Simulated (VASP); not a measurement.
# Er (Im-3m) in VASP: single point with PBEsol

Aim: the single point of Er with PBEsol.

Everything below comes from runs of VASP 6.6.1. Logs are shortened: lines on timing, memory, paths and dates and some standing lists are left out, and cuts for length are marked.

### 1 The structure

Symmetry: Im-3m, No. 229, cubic system. The conventional cell has a = 3.956 Å, b = 3.956 Å, c = 3.956 Å, α = 90.00°, β = 90.00°, γ = 90.00°. Er (site symmetry m-3m) has 8 Er at 3.43 Å as nearest neighbours.

This isn't the form of Er at room conditions, which is hcp.

### 2 Single point, PBEsol, collinear spin, typed start

INCAR reads:

```
SYSTEM = Er
  ALGO = Normal
  EDIFF = 1E-6
  ENCUT = 520
  GGA = PS
  ISIF = 2
  ISMEAR = -1
  ISPIN = 2
  LASPH = .True.
  LCHARG = .False.
  LMAXMIX = 6
  LORBIT = 11
  LREAL = .False.
  LWAVE = .False.
  MAGMOM = 3
  NBANDS = 21
  NELM = 150
  PREC = Accurate
  SIGMA = 0.05
```

KPOINTS reads:

```
k-points
0
Gamma
  9 9 9
  0 0 0
```

POSCAR reads:

```
Er
1.0
   -1.9779384575      1.9779384575      1.9779384575
    1.9779384575     -1.9779384575      1.9779384575
    1.9779384575      1.9779384575     -1.9779384575
Er
1
Direct
    0.0000000000      0.0000000000      0.0000000000
```

Potentials or basis: VASP PAW PBE potentials, release 64 (Er).

Command:

```sh
$ cat potpaw_PBE.64/Er/POTCAR > POTCAR
$ mpirun -np 1 vasp_std > vasp.out
```

OUTCAR:

```text
SYSTEM = Er
   EDIFF = 1E-6
   ENCUT = 520
   GGA = PS
   ISIF = 2
   ISMEAR = -1
   ISPIN = 2
   LASPH = .True.
   LORBIT = 11
   LREAL = .False.
   NELM = 150
   PREC = Accurate

 ion  position               nearest neighbor table
   1  0.000  0.000  0.000-

  LATTYP: Found a body centered cubic cell.
 ALAT       =     3.9558769150

  Lattice vectors:

 A1 = (  -1.9779384575,   1.9779384575,   1.9779384575)
 A2 = (   1.9779384575,  -1.9779384575,   1.9779384575)
 A3 = (   1.9779384575,   1.9779384575,  -1.9779384575)

Analysis of symmetry for initial positions (statically):
=====================================================================
 Subroutine PRICEL returns:
 Original cell was already a primitive cell.

 Routine SETGRP: Setting up the symmetry group for a
 body centered cubic supercell.

 Subroutine GETGRP returns: Found 48 space group operations
 (whereof 48 operations were pure point group operations)
 out of a pool of 48 trial point group operations.

The static configuration has the point symmetry O_h .

Analysis of symmetry for dynamics (positions and initial velocities):
=====================================================================
 Subroutine PRICEL returns:
 Original cell was already a primitive cell.

 Routine SETGRP: Setting up the symmetry group for a
 body centered cubic supercell.

 Subroutine GETGRP returns: Found 48 space group operations
 (whereof 48 operations were pure point group operations)
 out of a pool of 48 trial point group operations.

The dynamic configuration has the point symmetry O_h .

Analysis of structural, dynamic, and magnetic symmetry:
=====================================================================
 Subroutine PRICEL returns:
 Original cell was already a primitive cell.

 Routine SETGRP: Setting up the symmetry group for a
 body centered cubic supercell.

 Subroutine GETGRP returns: Found 48 space group operations
 (whereof 48 operations were pure point group operations)
 out of a pool of 48 trial point group operations.

The overall configuration has the point symmetry O_h .

 Subroutine INISYM returns: Found 48 space group operations
 (whereof 48 operations are pure point group operations),
 and found     1 'primitive' translations

----------------------------------------------------------------------------------------

                                     Primitive cell

  volume of cell :      30.9527

  direct lattice vectors                    reciprocal lattice vectors
    -1.977938458  1.977938458  1.977938458     0.000000000  0.252788452  0.252788452
     1.977938458 -1.977938458  1.977938458     0.252788452  0.000000000  0.252788452
     1.977938458  1.977938458 -1.977938458     0.252788452  0.252788452  0.000000000

  length of vectors
     3.425889903  3.425889903  3.425889903     0.357496857  0.357496857  0.357496857

  position of ions in fractional coordinates (direct lattice)
     0.000000000  0.000000000  0.000000000

  ion indices of the primitive-cell ions
   primitive index   ion index
                 1           1

----------------------------------------------------------------------------------------

 KPOINTS: k-points

Automatic generation of k-mesh.
 Grid dimensions read from file:
 generate k-points for:    9    9    9

 Generating k-lattice:

  Cartesian coordinates                     Fractional coordinates (reciprocal lattice)
     0.000000000  0.028087606  0.028087606     0.111111111  0.000000000  0.000000000
     0.028087606  0.000000000  0.028087606     0.000000000  0.111111111  0.000000000
     0.028087606  0.028087606  0.000000000     0.000000000  0.000000000  0.111111111

  Length of vectors
     0.039721873  0.039721873  0.039721873

  Shift w.r.t. Gamma in fractional coordinates (k-lattice)
     0.000000000  0.000000000  0.000000000

 Subroutine IBZKPT returns following result:
 ===========================================

 Found     35 irreducible k-points:

 Following reciprocal coordinates:
            Coordinates               Weight
  0.000000  0.000000  0.000000      1.000000
  0.111111  0.000000  0.000000     12.000000
  0.222222  0.000000  0.000000     12.000000
  0.333333  0.000000  0.000000     12.000000
  0.444444  0.000000  0.000000     12.000000
  0.111111  0.111111  0.000000     24.000000
[... 16 lines left out ...]
 -0.333333  0.444444  0.111111     48.000000
 -0.444444 -0.444444  0.111111     24.000000
 [... further k-points ...]
   k-points           NKPTS =     35   k-points in BZ     NKDIM =     35   number of bands    NBANDS=     21
   number of dos      NEDOS =    301   number of ions     NIONS =      1
   total plane-waves  NPLWV =  21952
   dimension x,y,z NGX =    28 NGY =   28 NGZ =   28
   dimension x,y,z NGXF=    56 NGYF=   56 NGZF=   56
   ions per type =               1
   NGX,Y,Z   is equivalent  to a cutoff of  13.59, 13.59, 13.59 a.u.
   NGXF,Y,Z  is equivalent  to a cutoff of  27.17, 27.17, 27.17 a.u.
 SYSTEM =  Er
   PREC   = accura    normal or accurate (medium, high low for compatibility)
   ISTART =      0    job   : 0-new  1-cont  2-samecut
   ICHARG =      2    charge: 1-file 2-atom 10-const
   ISPIN  =      2    spin polarized calculation?
   LNONCOLLINEAR =      F non collinear calculations
   LSORBIT =      F    spin-orbit coupling
   LASPH  =      T    aspherical Exc in radial PAW
   ENCUT  =  520.0 eV  38.22 Ry    6.18 a.u.   6.37  6.37  6.37*2*pi/ulx,y,z
   NELM   =    150;   NELMIN=  2; NELMDL= -5     # of ELM steps
   EDIFF  = 0.1E-05   stopping-criterion for ELM
   LREAL  =      F    real-space projection
   EDIFFG = 0.1E-04   stopping-criterion for IOM
   NSW    =      0    number of steps for IOM
   IBRION =     -1    ionic relax: 0-MD 1-quasi-New 2-CG
   NFREE  =      0    steps in history (QN), initial steepest desc. (CG)
   ISIF   =      2    stress and relaxation
   ISYM   =      2    0-nonsym 1-usesym 2-fastsym
   POTIM  = 0.5000    time-step for ionic-motion
   TEBEG  =    0.0;   TEEND  =   0.0 temperature during run
   PSTRESS=    0.0 pullay stress
   NELECT =      22.0000    total number of electrons
   NUPDOWN=      -1.0000    fix difference up-down
   EMIN   =  10.00;   EMAX   =-10.00  energy-range for DOS
   EFERMI =   0.00;   METHOD = LEGACY
   ISMEAR =    -1;   SIGMA  =   0.05  broadening in eV -4-tet -1-fermi 0-gaus
   EFERMI_NEDOS =   21; number of points for ismear=-14 and -15
   IALGO  =     38    algorithm
   IMIX   =      4    mixing-type and parameters
     AMIX     =   0.40;   BMIX     =  1.00
     AMIX_MAG =   1.60;   BMIX_MAG =  1.00
  volume/ion in A,a.u.               =      30.95       208.88
  Fermi-wavevector in a.u.,A,eV,Ry     =   1.460998  2.760886 29.041842  2.134515
  Thomas-Fermi vector in A             =   2.577381
   LORBIT       =     11    0 simple, 1 ext, 2 COOP (PROOUT), +10 PAW based schemes
   GGA     = PS    functional components
   LHFCALC =     F    Hartree Fock is set to
   AEXX    =    0.0000 exact exchange contribution
   IVDW    =     0    specifies the selected vdW correction
   LEPSILON=     F    determine dielectric tensor
   LRPA    =     F    only Hartree local field effects (RPA)
 spin polarized calculation
  energy-cutoff  :      520.00
  volume of cell :       30.95
 maximum number of plane-waves:       887
 NGX is ok and might be reduce to    28
   NGX = 13   NGY = 13   NGZ = 13

 number of electron      22.0000008 magnetization       2.2649007

 Free energy of the ion-electron system (eV)
  ---------------------------------------------------
  ext. energy  EPLUGINS =         0.00000000
  ---------------------------------------------------
  free energy    TOTEN  =        -5.35577869 eV

  energy without entropy =       -5.30253238  energy(sigma->0) =       -5.32915554

 E-fermi :   2.3985     XC(G=0): -10.2884

 val. band max:        2.3977065570   @ k =   0.0000   0.0000   0.0000
 cond. band min:       2.4035334312   @ k =   0.1111   0.0000   0.0000
 fundamental gap:      0.0058268742
 Fermi energy:         2.3985417468

 spin component 1

 k-point     1 :       0.0000    0.0000    0.0000
  band No.  band energies     occupation
      1     -47.0127      1.00000
      2     -20.8033      1.00000
      3     -20.8033      1.00000
      4     -20.8033      1.00000
      5      -2.8883      1.00000
      6      -0.2078      1.00000
[... 13 lines left out ...]
     20      13.8132      0.00000
     21      21.5072      0.00000

 k-point     2 :       0.1111    0.0000    0.0000
  band No.  band energies     occupation
      1     -47.0070      1.00000
      2     -20.8827      1.00000
      3     -20.8279      1.00000
      4     -20.8037      1.00000
      5      -2.5295      1.00000
      6      -0.2030      1.00000
[... 520 lines left out ...]
 k-point    24 :      -0.4444   -0.4444    0.1111
  band No.  band energies     occupation
      1     -46.9550      1.00000
      2     -21.3751      1.00000
      3     -21.1058      1.00000
      4     -20.9048      1.00000
      5      -0.1503      1.00000
      6      -0.1020      1.00000
[... 13 lines left out ...]
     20      14.6488      0.00000
     21      18.1496      0.00000

 [... further k-points ...]

 spin component 2

 k-point     1 :       0.0000    0.0000    0.0000
  band No.  band energies     occupation
      1     -45.9799      1.00000
      2     -20.0738      1.00000
      3     -20.0737      1.00000
      4     -20.0737      1.00000
      5      -2.9492      1.00000
      6       1.7962      0.99999
[... 13 lines left out ...]
     20      13.8264      0.00000
     21      21.5179      0.00000

 k-point     2 :       0.1111    0.0000    0.0000
  band No.  band energies     occupation
      1     -45.9737      1.00000
      2     -20.1610      1.00000
      3     -20.1003      1.00000
      4     -20.0743      1.00000
      5      -2.5837      1.00000
      6       1.7699      1.00000
[... 520 lines left out ...]
 k-point    24 :      -0.4444   -0.4444    0.1111
  band No.  band energies     occupation
      1     -45.9165      1.00000
      2     -20.6969      1.00000
      3     -20.4018      1.00000
      4     -20.1844      1.00000
      5       1.1963      1.00000
      6       1.6173      1.00000
[... 13 lines left out ...]
     20      14.6813      0.00000
     21      18.1622      0.00000

 [... further k-points ...]

------------------------ aborting loop because EDIFF is reached ----------------------------------------

  FORCE on cell =-STRESS in cart. coord.  units (eV):
  Direction    XX          YY          ZZ          XY          YZ          ZX
  --------------------------------------------------------------------------------------
  -------------------------------------------------------------------------------------
  Total        0.0714475      0.0714475      0.0714475     -0.0000000      0.0000000     -0.0000000
  in kB        3.6982734      3.6982734      3.6982734     -0.0000000      0.0000000     -0.0000000
  external PRESSURE =       3.6982734 kB  Pullay stress =       0.0000000 kB

 VOLUME and BASIS-vectors are now :
 -----------------------------------------------------------------------------
  energy-cutoff  :      520.00
  volume of cell :       30.95
      direct lattice vectors                 reciprocal lattice vectors
    -1.977938458  1.977938458  1.977938458     0.000000000  0.252788452  0.252788452
     1.977938458 -1.977938458  1.977938458     0.252788452  0.000000000  0.252788452
     1.977938458  1.977938458 -1.977938458     0.252788452  0.252788452  0.000000000

 POSITION                                       TOTAL-FORCE (eV/Angst)
 -----------------------------------------------------------------------------------
      0.00000      0.00000      0.00000        -0.000000      0.000000      0.000000
 -----------------------------------------------------------------------------------
    total drift:                                0.000000     -0.000000     -0.000000

  FREE ENERGIE OF THE ION-ELECTRON SYSTEM (eV)
  ---------------------------------------------------
  free  energy   TOTEN  =        -5.3557786911 eV

  energy  without entropy=       -5.3025323789  energy(sigma->0) =       -5.32915554

 total charge

# of ion       s       p       d       f       tot
--------------------------------------------------
    1        2.139   5.744   0.376  11.384  19.643

 magnetization (x)

# of ion       s       p       d       f       tot
--------------------------------------------------
    1        0.003  -0.028  -0.019   2.397   2.352
```

Run time: 58 s. Hardware: 1 thread of Intel Xeon 6975P-C (Granite Rapids), shared host; peak memory 0.21 GiB.

What came out:

```yaml
Free_energy: -5.3558 eV
Pressure: 0.4 GPa
Band_gap_on_the_k_mesh: none (metal or under the smearing width)
Net_moment: 2.26 μB per cell
Site_moments: Er +2.35 μB
Valence_electrons_inside_the_program's_atomic_spheres: Er 19.64
```

Levels at points of the mesh, in eV from the Fermi level:
Spin up:
| k point | band 10 | band 11 | band 12 | band 13 | band 14 | band 15 |
| --- | --- | --- | --- | --- | --- | --- |
| (0.00, 0.00, 0.00) | -1.70 | -1.70 | -1.70 | 2.50 | 2.50 | 2.50 |
Spin down:
```tsv
k point	band 8	band 9	band 10	band 11	band 12	band 13
(0.00, 0.00, 0.00)	-0.34	-0.34	0.00	0.00	0.00	2.65
```

Caveat: the magnetic or orbital state may not be the lowest; the PAW data sets were made with another functional, which shifts forces and pressure a little; spin-orbit coupling is left out, which moves the levels of the heavy elements. The state reached can hang on the start; a lower one may exist.
